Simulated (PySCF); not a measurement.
Q: What does the GFN2-xTB structure of norbornene (`C1=C[C@H]2CC[C@@H]1C2`) look like in three dimensions?

A: 
```xyz
17
C7H10 angstrom
C      1.4378    0.4298   -0.5696
C      0.7811    1.4020    0.0485
C     -0.3459    0.7662    0.8209
C     -1.3597    0.2882   -0.2459
C     -0.5969   -0.8411   -0.9631
C      0.7590   -0.8689   -0.2181
C      0.3026   -0.5654    1.2126
H      2.2582    0.5126   -1.2591
H      0.9409    2.4627   -0.0191
H     -0.7811    1.3664    1.6164
H     -1.6378    1.0967   -0.9208
H     -2.2648   -0.0846    0.2330
H     -1.1081   -1.7974   -0.8542
H     -0.4635   -0.6431   -2.0259
H      1.3406   -1.7736   -0.3793
H      1.1342   -0.4446    1.9057
H     -0.4034   -1.2939    1.6081
```

Orientation and origin are arbitrary. Atoms count from 1 in this order. The 5-membered ring C1–C2–C3–C7–C6 has internal angles of 93.4° to 107.5° (sum 509°, against 540° for a flat polygon); it is puckered, 0.25 Å rms from its mean plane, widest ring torsion 50°. The C–C distances run from 1.326 Å (C1=C2, drawn double) to 1.547 Å (C5–C6, drawn single), a spread of 0.221 Å. The 5-membered ring C3–C4–C5–C6–C7 has internal angles of 93.4° to 102.9°; it is puckered, 0.27 Å rms from its mean plane, widest ring torsion 58°.

Bonds between heavy atoms (Å): C1=C2 1.326, C2–C3 1.507, C3–C4 1.547, C4–C5 1.540, C5–C6 1.547, C6–C7 1.532, C1–C6 1.507, C3–C7 1.532.

Structure optimised with GFN2-xTB, isolated species.

Point group: Cs (tolerance 0.08 Å). No frequency check.

All values are computed, not measured.
